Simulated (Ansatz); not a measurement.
# Al3Ni2 (P-3m1) in Ansatz: equation of state

How stiff is Al3Ni2 in PBEsol, and what volume does it want? The cell is scaled to several volumes.

All numbers are computed with Ansatz 0.2.0; they aren't measurements. Logs are shortened: lines on timing, memory, paths and dates and some standing lists are left out, and cuts for length are marked.

### Step 1. The crystal as given

It takes space group P-3m1 (No. 164, trigonal). The conventional cell has a = 3.994 Å, b = 3.994 Å, c = 4.881 Å, α = 90.00°, β = 90.00°, γ = 120.00°. Ni (site symmetry 3m) is surrounded by 8 Al at 2.41 to 2.51 Å and 3 Ni at 2.71 Å. Al (site symmetry 3m) has 5 Ni at 2.43 to 2.51 Å and 3 Al at 2.72 Å as nearest neighbours. Al (site symmetry -3m) is surrounded by 6 Ni at 2.41 Å.

The cell comes from a database or a generator and needn't be the stable form of this composition.

### Step 2. Single point, PBEsol, collinear spin, ferromagnetic start, 12.68 Å³/atom (volume scaled by 0.94)

Contents of input.yaml:

```yaml
crystal:
  lattice:
    - [3.9126586514, 0.0, 0.0]
    - [-1.9563293257, 3.3884617884, 0.0]
    - [0.0, 0.0, 4.7812246138]
  atoms:
    - { symbol: Ni, position: [0.6666666667, 0.3333333333, 0.853428], spin: 1.0 }
    - { symbol: Ni, position: [0.3333333333, 0.6666666667, 0.146572], spin: 1.0 }
    - { symbol: Al, position: [0.6666666667, 0.3333333333, 0.351917] }
    - { symbol: Al, position: [0.3333333333, 0.6666666667, 0.648083] }
    - { symbol: Al, position: [0.0, 0.0, 0.0] }
hamiltonian:
  xc: pbesol
  pseudopotentials: { kind: paw }
magnetization:
  spin_polarized: true
kpoints:
  mp_grid: { grid: [8, 8, 6] }
scf:
  occupations: { method: fermi_dirac, width: 0.05 }
output:
  forces: true
  stress: true
  eigenvalues: true
```

Potentials or basis: Ansatz PAW.

The run is started by

```bash
$ ansatz run input.yaml --threads 2 --pin off --max-ram 5632MiB --backend cpu --events-out ev --progress --plain --runs-dir out
```

Output:

```text
Warning: RAYON_NUM_THREADS=2 ignored (pool sized by the plan → 2); use --threads N
Engine: ansatz 0.2.0, aarch64-unknown-linux-gnu
Pseudopotentials: kind: paw
Pseudopotential: Ni, paw, valence charge 18, recommended cutoff 420 eV (normal), Ni.paw.azcp
Pseudopotential: Al, paw, valence charge 3, recommended cutoff 420 eV (normal), Al.paw.azcp
Functional definition: PBEsol
  exchange = pbesol_x
  correlation = pbesol_c
Crystal: 5 atoms, lattice volume = 63.389 Å³
Basis set: ecut = 420 eV, 1263 PW (Γ), exchange–correlation on 54×54×64 points (8 copies of the dense FFT grid, shifted against one another)
Bands: 29, of which v1, the nominal top of the filled ones, is band 23 counted from 1 (22 counted from 0)
Symmetry: 12 space group operations
Space group: P-3m1 (ITA 164), of the structure as read, at distance tolerance 4.0e-5 Å
Magnetic group: BNS 164.85 (UNI 1315), of the structure as read, at distance tolerance 4.0e-5 Å
k-points: 50 of 384
Non-local potential: Ni, projectors of the file, l = 0: 3, l = 1: 2, l = 2: 3, l = 3: 1
Non-local potential: Al, projectors of the file, l = 0: 2, l = 1: 2, l = 2: 1
PAW form: soft (Blöchl's): semilocal exchange-correlation on the pseudo side does not see the compensation charge
PAW frozen core: Ni, regenerated for the run's functional, and the local potential with it (the file was generated under x = pbe(κ = 0.804, μ = 0.2195149727645171), c = pbe(β = 0.06672455060314922))
PAW frozen core: Al, regenerated for the run's functional, and the local potential with it (the file was generated under x = pbe(κ = 0.804, μ = 0.2195149727645171), c = pbe(β = 0.06672455060314922))
PAW one-centre angular grid: Ni, 590 points (default); XC on 64 Gauss nodes
PAW one-centre angular grid: Al, 110 points (default); XC on 64 Gauss nodes
Initial density: superposition of atomic densities (chi_scale 0.1, normalization cell)
Starting moments: Σ|m| = 2 μB on 2 of 5 sites
Initial wavefunctions: pseudopotential atomic-orbital guess
Functional: x = pbesol(κ = 0.804, μ = 0.12345679012345678), c = pbesol(β = 0.046)
SCF iter   1: F=—  HF=-13184.389694 eV  |F-HF|=—  |Δ(HF+E_count)|=         —  Δρ=1.05e-1 (↑1.05e-1 ↓5.35e-2)  dr2=2.35e0  dr2_m=3.29e0  M=0.079 μB ∫|m|=0.276 μB  β_m=0.30  ethr=3.10e-3  ⟨swp⟩=7.0  Hψ=13454  notcnv=0
Mixer restart at iter 1: flushing history
preconditioner: auto → Kerker (q_TF=auto, 2.577 Å⁻¹)  [metal: Δε(μ)=0.021 eV  Ē_g=7.349 eV  σ=0.050 eV  W_gap=0.10  n_scr=20 (ndim 8)  ℏωp=25.1 eV  f_vac=0.000  D(μ)=1.15/eV (n_scr^D=2)]
spin=Collinear: Kerker preconditioning applied to the charge; magnetization (m = ρ↑ − ρ↓) channel mixes plain (no charge-response kernel on spin).
SCF iter   2: F=—  HF=-13183.844450 eV  |F-HF|=—  |Δ(HF+E_count)|=   5.45e-1  Δρ=7.49e-2 (↑4.09e-2 ↓7.49e-2)  dr2=2.32e0  dr2_m=1.79e0  M=0.052 μB ∫|m|=0.196 μB  β_m=0.48  ethr=3.10e-3  ⟨swp⟩=2.1  Hψ=5206  notcnv=0  defer=154
SCF iter   3: F=—  HF=-13185.788199 eV  |F-HF|=—  |Δ(HF+E_count)|=    1.94e0  Δρ=4.13e-2 (↑2.82e-2 ↓4.13e-2)  dr2=1.28e0  dr2_m=6.08e-1  M=0.029 μB ∫|m|=0.125 μB  β_m=0.74  ethr=3.10e-3  ⟨swp⟩=2.3  Hψ=4457  notcnv=0  defer=154
SCF iter   4: F=—  HF=-13186.772106 eV  |F-HF|=—  |Δ(HF+E_count)|=   9.84e-1  Δρ=2.04e-2 (↑2.04e-2 ↓2.02e-2)  dr2=1.12e0  dr2_m=7.94e-5  M=-0.004 μB ∫|m|=0.011 μB  β_m=0.73  ethr=2.84e-3  ⟨swp⟩=2.1  Hψ=4400  notcnv=0  defer=158
SCF iter   5: F=—  HF=-13186.553795 eV  |F-HF|=—  |Δ(HF+E_count)|=   2.18e-1  Δρ=9.35e-3 (↑9.01e-3 ↓9.35e-3)  dr2=1.21e-1  dr2_m=2.48e-5  M=-0.001 μB ∫|m|=0.003 μB  β_m=0.86  ethr=2.50e-3  ⟨swp⟩=2.2  Hψ=4488  notcnv=0  defer=164
SCF iter   6: F=—  HF=-13186.572656 eV  |F-HF|=—  |Δ(HF+E_count)|=   1.89e-2  Δρ=1.10e-3 (↑5.19e-4 ↓1.10e-3)  dr2=1.67e-3  dr2_m=1.14e-4  M=0.000 μB ∫|m|=0.004 μB  β_m=0.93  ethr=2.69e-4  ⟨swp⟩=2.1  Hψ=5091  notcnv=0  defer=162
SCF iter   7: F=—  HF=-13186.573870 eV  |F-HF|=—  |Δ(HF+E_count)|=   1.21e-3  Δρ=4.28e-4 (↑3.10e-4 ↓4.28e-4)  dr2=4.11e-4  dr2_m=3.83e-6  M=0.000 μB ∫|m|=0.001 μB  β_m=0.97  ethr=3.72e-6  ⟨swp⟩=2.0  Hψ=4072  notcnv=0  defer=162
SCF iter   8: F=—  HF=-13186.573889 eV  |F-HF|=—  |Δ(HF+E_count)|=   1.90e-5  Δρ=9.10e-5 (↑7.42e-5 ↓9.10e-5)  dr2=2.69e-5  dr2_m=9.77e-8  M=-0.000 μB ∫|m|=0.000 μB  β_m=0.98  ethr=9.13e-7  ⟨swp⟩=2.0  Hψ=4081  notcnv=0  defer=162
SCF iter   9: F=—  HF=-13186.573883 eV  |F-HF|=—  |Δ(HF+E_count)|=   6.39e-6  Δρ=7.74e-5 (↑6.92e-5 ↓7.74e-5)  dr2=1.17e-5  dr2_m=1.03e-8  M=-0.000 μB ∫|m|=0.000 μB  β_m=0.99  ethr=5.98e-8  ⟨swp⟩=2.0  Hψ=3912  notcnv=0  defer=162
SCF iter  10: F=—  HF=-13186.573883 eV  |F-HF|=—  |Δ(HF+E_count)|=   8.55e-8  Δρ=5.03e-6 (↑4.59e-6 ↓5.03e-6)  dr2=2.95e-8  dr2_m=4.70e-10  M=0.000 μB ∫|m|=0.000 μB  β_m=0.97  ethr=2.61e-8  ⟨swp⟩=2.0  Hψ=3869  notcnv=0  defer=162
SCF iter  11: F=—  HF=-13186.573883 eV  |F-HF|=—  |Δ(HF+E_count)|=   1.23e-8  Δρ=4.39e-6 (↑3.93e-6 ↓4.39e-6)  dr2=3.81e-8  dr2_m=3.24e-11  M=0.000 μB ∫|m|=0.000 μB  β_m=0.97  ethr=6.57e-11  ⟨swp⟩=2.1  Hψ=4838  notcnv=0  defer=162
SCF iter  12: F=-13186.573883 eV  HF=-13186.573883 eV  |F-HF|=1.99e-8  |Δ(HF+E_count)|=   6.92e-9  Δρ=3.30e-6 (↑3.25e-6 ↓3.30e-6)  dr2=2.00e-8  dr2_m=4.57e-13  M=0.000 μB ∫|m|=0.000 μB  ethr=6.57e-11  ⟨swp⟩=7.9  Hψ=11424  notcnv=0
SCF 1 converged in 12 iterations: F = -13186.573883 eV  dr2 = 2.00e-8
WARN: the starting moments were not kept: the SCF closed with an absolute magnetisation of 7.8e-7 μB, where they sum to 2 μB in size (2 sites). That is at most 0.1 of that sum. Measured as dr2_m measures the in/out step, that magnetisation stands 2.1e-13 eV from none, at or under the dr2_threshold of 1.0e-7 eV: it is no larger than a step whose dr2_m would equal this threshold. The system may hold no moment; this SCF shows only that its start led to no more than that. To try another start: raise the starting moments (crystal.atoms[].spin, magnetization.per_species, magnetization.initial_magnetization, or on a non-collinear deck that types none of these the spinor_matrix: blocks that start its atoms; where the total moment is fixed, keep their sum and leave initial_magnetization as it is; typed ones take the place of any that the run laid by itself, positive ones on a crystal's lanthanoids without a Hubbard term where scf.initial_density.shell_occupations: [] is typed) or, if the notice of its spin-set hold's release reads "site moments contracting" or "site moments show no strong build", lengthen the hold (scf.mixing.spin_hold: { on: { confirm: 4 } }; for m-r²SCAN on two components see the key's manual first). Each may lead to a state that holds a moment. A second SCF, from the converged charge density, with the starting moments and any scf.initial_density.shell_occupations laid on it anew, would have followed, and was not run: the deck does not ask for one (magnetization.retry_lost_moments is false, the default). To let it run, set magnetization.retry_lost_moments: true and run the deck again, where that key's refused combinations let it; where memory then withholds it, that run's warning says so.
SCF converged after 12 iterations
Magnetization: 0.0000 μB (22.5000 up, 22.5000 down)
Absolute magnetization: 0.0000 μB (∫|ρ↑−ρ↓|, with the PAW one-centre terms)
Spin contamination: 0.0000 ħ² per cell (⟨S²⟩ above its minimum at these occupations)
Per-site moments (μB) at R_I (Å): [(-1.880107786573512e-7, 0.9756368564397727), (-1.8801077842345527e-7, 0.9756368564397727), (4.2391472987640586e-8, 0.9831474990597763), (4.239147298593896e-8, 0.9831474990597763), (4.265131733647885e-8, 0.9756368564397727)]
Free energy (F): -13186.573883 eV
Harris-Foulkes:  -13186.573883 eV  (|F-HF|=1.99e-8)
Internal energy: -13186.563984 eV  (E = F + TS)
E sigma→0 (E₀):  -13186.568934 eV
Entropy (-TS):   -0.009898 eV (-1.980 meV/atom)
Fermi energy:    12.127829 eV
--- Per-component energies (eV) ---
  E_band       = -727.996895
  E_kinetic    = 651.330251
  E_local      = -10083.493810  (includes V_loc(G=0)·N_el)
  E_nonlocal   = 1301.207024
  E_hartree    = 4388.390893
  E_xc         = -294.116854
  E_vxc        = -315.209876  (∫ρ·V_xc dr)
  E_paw        = -4554.774880  (= ΣΔE_a)
  E_vpaw       = -1058.632002  (= ΣTr[D̂ρ^β])
  E_aug_tail   = 0.000986  (compensation charges beyond the density's cutoff)
  E_ewald      = -4595.559590
  E_core_change = 0.451995  (= ΣΔE_core)
  E_smearing   = -0.009898  (= −TS)
  E_closure    = 0.000000  (closes the sum)
  Σ components = -13186.573883   (vs F -13186.573883, Δ=0.00e0)
--- Forces (eV/Å), atoms counted from 1 ---
  atom   1  Ni     0.00000000    -0.00000000    -0.02622408
  atom   2  Ni     0.00000000     0.00000000     0.02622408
  atom   3  Al     0.00000000     0.00000000     0.12402124
  atom   4  Al    -0.00000000    -0.00000000    -0.12402124
  atom   5  Al     0.00000000     0.00000000     0.00000000
  max |Σ_I F_I| component: 1.85e-17 eV/Å
--- Stress (GPa, compression-positive) ---
       10.068396      -0.000000       0.000000
        0.000000      10.068396      -0.000000
        0.000000       0.000000      10.192792
  P = ⅓ Tr σ = 10.1099 GPa (101.099 kbar)
--- Band table (eV; the first three rows and the last of 100) ---
  k-point 0 ↑: bands = ["-91.0245", "-91.0174", "-51.5992", "-51.5802", "-51.5802", "-51.5801", "-51.5532", "-51.5532", "1.2069", "6.6693", "7.1340", "8.3358", "8.3358", "8.9191", "8.9191", "9.9116", "9.9116", "10.3366", "10.3916", "10.3916", "10.8011", "13.5471", "13.5471", "15.5397", "15.5397", "16.9417", "17.4491", "19.4507", "19.4507"]
  k-point 1 ↑: bands = ["-91.0245", "-91.0174", "-51.5992", "-51.5802", "-51.5802", "-51.5802", "-51.5532", "-51.5532", "1.3825", "5.5133", "7.8408", "8.3121", "8.3121", "8.8944", "8.8944", "9.9645", "9.9645", "10.1309", "10.4024", "10.4024", "11.7883", "13.7347", "13.7347", "15.5974", "15.5974", "16.9814", "17.4585", "18.2473", "18.2473"]
  k-point 2 ↑: bands = ["-91.0245", "-91.0174", "-51.5992", "-51.5804", "-51.5802", "-51.5802", "-51.5532", "-51.5532", "1.8864", "4.1612", "8.2310", "8.2682", "8.2682", "8.8441", "8.8441", "10.0547", "10.1072", "10.1072", "10.3809", "10.3809", "13.7403", "14.2838", "14.2838", "15.6570", "15.6570", "16.9961", "17.0262", "17.0262", "17.5652"]
  k-point 49 ↓: bands = ["-91.0214", "-91.0205", "-51.5980", "-51.5970", "-51.5844", "-51.5611", "-51.5576", "-51.5496", "5.9018", "5.9782", "6.3184", "6.7982", "7.1615", "7.8696", "9.1892", "9.3737", "9.4263", "10.0510", "10.0616", "10.3388", "10.4581", "10.7490", "10.8562", "12.1377", "17.8883", "18.4937", "19.5026", "19.6312", "20.4054"]
```

Run time: 8.7 s. Hardware: 2 threads of Arm Neoverse V1, shared host; peak memory 0.44 GiB.

What came out:

```yaml
Free_energy: -13186.5739 eV
Pressure: 10.1 GPa
Largest_force: 0.124 eV/Å
Band_gap_on_the_k_mesh: none (metal or under the smearing width)
Net_moment: 0.00 μB per cell
Absolute_moment: 0.00 μB per cell
```

Caveat: the PAW data sets come from PBE, with cores solved anew for the run's functional, which leaves a small shift of forces and pressure; the starting moments weren't kept.

### Step 3. Single point, PBEsol, collinear spin, ferromagnetic start, 12.95 Å³/atom (volume scaled by 0.96)

Changes to input.yaml since step 2:

```diff
@@ -2,5 +2,5 @@
   lattice:
-    - [3.9126586514, 0.0, 0.0]
-    - [-1.9563293257, 3.3884617884, 0.0]
-    - [0.0, 0.0, 4.7812246138]
+    - [3.9402134934, 0.0, 0.0]
+    - [-1.9701067467, 3.4123249816, 0.0]
+    - [0.0, 0.0, 4.814896319]
   atoms:
@@ -24 +24,5 @@
   eigenvalues: true
+  write_density: true
+  write_potential: true
+  elf: true
+  volumetric_format: npy
```

Potentials or basis: Ansatz PAW.

The run is started by

```bash
$ ansatz run input.yaml --threads 2 --pin off --max-ram 5632MiB --backend cpu --events-out ev --progress --plain --runs-dir out
```

Wall time 11 s (2 threads of Arm Neoverse V1, shared host); peak memory 0.45 GiB.

The run converged. Its results:

| Quantity | Value |
| --- | --- |
| Free energy | -13186.6429 eV |
| Pressure | 6.4 GPa |
| Largest force | 0.084 eV/Å |
| Band gap on the k mesh | none (metal or under the smearing width) |
| Net moment | 0.00 μB per cell |
| Absolute moment | 0.00 μB per cell |

Caveat: the PAW data sets come from PBE, with cores solved anew for the run's functional, which leaves a small shift of forces and pressure; the starting moments weren't kept.

### Step 4. Single point, PBEsol, collinear spin, ferromagnetic start, 13.22 Å³/atom (volume scaled by 0.98)

Changes to input.yaml since step 3:

```diff
@@ -2,5 +2,5 @@
   lattice:
-    - [3.9402134934, 0.0, 0.0]
-    - [-1.9701067467, 3.4123249816, 0.0]
-    - [0.0, 0.0, 4.814896319]
+    - [3.9673882383, 0.0, 0.0]
+    - [-1.9836941192, 3.435859001, 0.0]
+    - [0.0, 0.0, 4.8481035499]
   atoms:
```

The run is started by

```bash
$ ansatz run input.yaml --threads 2 --pin off --max-ram 5632MiB --backend cpu --events-out ev --progress --plain --runs-dir out
```

Run time: 11 s. Hardware: 2 threads of Arm Neoverse V1, shared host; peak memory 0.46 GiB.

The run converged. Its results:

```yaml
Free_energy: -13186.6820 eV
Pressure: 3.0 GPa
Largest_force: 0.047 eV/Å
Band_gap_on_the_k_mesh: none (metal or under the smearing width)
Net_moment: 0.00 μB per cell
Absolute_moment: 0.00 μB per cell
```

Caveat: the PAW data sets come from PBE, with cores solved anew for the run's functional, which leaves a small shift of forces and pressure; the starting moments weren't kept.

### Step 5. Single point, PBEsol, collinear spin, ferromagnetic start, 13.49 Å³/atom

Changes to input.yaml since step 4:

```diff
@@ -2,5 +2,5 @@
   lattice:
-    - [3.9673882383, 0.0, 0.0]
-    - [-1.9836941192, 3.435859001, 0.0]
-    - [0.0, 0.0, 4.8481035499]
+    - [3.9941957288, 0.0, 0.0]
+    - [-1.9970978644, 3.4590749688, 0.0]
+    - [0.0, 0.0, 4.880862]
   atoms:
```

The run is started by

```bash
$ ansatz run input.yaml --threads 2 --pin off --max-ram 5632MiB --backend cpu --events-out ev --progress --plain --runs-dir out
```

Wall time 11 s (2 threads of Arm Neoverse V1, shared host); peak memory 0.46 GiB.

The run converged. Its results:

```yaml
Free_energy: -13186.6942 eV
Pressure: 0.0 GPa
Largest_force: 0.049 eV/Å
Band_gap_on_the_k_mesh: none (metal or under the smearing width)
Net_moment: 0.00 μB per cell
Absolute_moment: 0.00 μB per cell
```

Caveat: the PAW data sets come from PBE, with cores solved anew for the run's functional, which leaves a small shift of forces and pressure; the starting moments weren't kept.

### Step 6. Single point, PBEsol, collinear spin, ferromagnetic start, 13.76 Å³/atom (volume scaled by 1.02)

Changes to input.yaml since step 5:

```diff
@@ -2,5 +2,5 @@
   lattice:
-    - [3.9941957288, 0.0, 0.0]
-    - [-1.9970978644, 3.4590749688, 0.0]
-    - [0.0, 0.0, 4.880862]
+    - [4.020648127, 0.0, 0.0]
+    - [-2.0103240635, 3.4819834177, 0.0]
+    - [0.0, 0.0, 4.9131865314]
   atoms:
```

Potentials or basis: Ansatz PAW.

The run is started by

```bash
$ ansatz run input.yaml --threads 2 --pin off --max-ram 5632MiB --backend cpu --events-out ev --progress --plain --runs-dir out
```

Run time: 11 s. Hardware: 2 threads of Arm Neoverse V1, shared host; peak memory 0.46 GiB.

The run converged. Its results:

```yaml
Free_energy: -13186.6822 eV
Pressure: -2.8 GPa
Largest_force: 0.069 eV/Å
Band_gap_on_the_k_mesh: none (metal or under the smearing width)
Net_moment: 0.00 μB per cell
Absolute_moment: 0.00 μB per cell
```

Caveat: the PAW data sets come from PBE, with cores solved anew for the run's functional, which leaves a small shift of forces and pressure; the starting moments weren't kept.

### Step 7. Single point, PBEsol, collinear spin, ferromagnetic start, 14.03 Å³/atom (volume scaled by 1.04)

Changes to input.yaml since step 6:

```diff
@@ -2,5 +2,5 @@
   lattice:
-    - [4.020648127, 0.0, 0.0]
-    - [-2.0103240635, 3.4819834177, 0.0]
-    - [0.0, 0.0, 4.9131865314]
+    - [4.0467569633, 0.0, 0.0]
+    - [-2.0233784817, 3.5045943332, 0.0]
+    - [0.0, 0.0, 4.945091234]
   atoms:
@@ -24,5 +24 @@
   eigenvalues: true
-  write_density: true
-  write_potential: true
-  elf: true
-  volumetric_format: npy
```

The run is started by

```bash
$ ansatz run input.yaml --threads 2 --pin off --max-ram 5632MiB --backend cpu --events-out ev --progress --plain --runs-dir out
```

It took 9.4 s on 2 threads of Arm Neoverse V1, shared host; peak memory 0.46 GiB.

Results (log left out):

```
Free energy            : -13186.6483 eV
Pressure               : -5.2 GPa
Largest force          : 0.086 eV/Å
Band gap on the k mesh : none (metal or under the smearing width)
Net moment             : 0.00 μB per cell
Absolute moment        : 0.00 μB per cell
```

Caveat: the PAW data sets come from PBE, with cores solved anew for the run's functional, which leaves a small shift of forces and pressure; the starting moments weren't kept.

### Step 8. Single point, PBEsol, collinear spin, ferromagnetic start, 14.30 Å³/atom (volume scaled by 1.06)

Changes to input.yaml since step 7:

```diff
@@ -2,5 +2,5 @@
   lattice:
-    - [4.0467569633, 0.0, 0.0]
-    - [-2.0233784817, 3.5045943332, 0.0]
-    - [0.0, 0.0, 4.945091234]
+    - [4.0725331803, 0.0, 0.0]
+    - [-2.0362665902, 3.5269171919, 0.0]
+    - [0.0, 0.0, 4.9765894797]
   atoms:
```

The run is started by

```bash
$ ansatz run input.yaml --threads 2 --pin off --max-ram 5632MiB --backend cpu --events-out ev --progress --plain --runs-dir out
```

Run time: 9.2 s. Hardware: 2 threads of Arm Neoverse V1, shared host; peak memory 0.46 GiB.

Results (log left out):

```
Free energy            : -13186.5949 eV
Pressure               : -7.4 GPa
Largest force          : 0.102 eV/Å
Band gap on the k mesh : none (metal or under the smearing width)
Net moment             : 0.00 μB per cell
Absolute moment        : 0.00 μB per cell
```

Caveat: the PAW data sets come from PBE, with cores solved anew for the run's functional, which leaves a small shift of forces and pressure; the starting moments weren't kept.

### Step 9. Equation of state, PBEsol, collinear spin, ferromagnetic start

Potentials or basis: Ansatz PAW.

This step only gathers the single runs of the series.

What came out:

- Equilibrium volume: 13.48 Å³/atom
- Bulk modulus at fixed shape and positions: 144 GPa
- Pressure derivative of the bulk modulus: 4.3

Energy against volume, from the lowest point:
| volume (Å³/atom) | energy (meV/atom) |
| --- | --- |
| 12.678 | 24.07 |
| 12.948 | 10.26 |
| 13.217 | 2.44 |
| 13.487 | 0.00 |
| 13.757 | 2.41 |
| 14.026 | 9.18 |
| 14.296 | 19.87 |

Caveat: the cell was scaled at fixed shape and fractional positions, which overstates the stiffness of a crystal with free parameters, most of all of layers and chains.
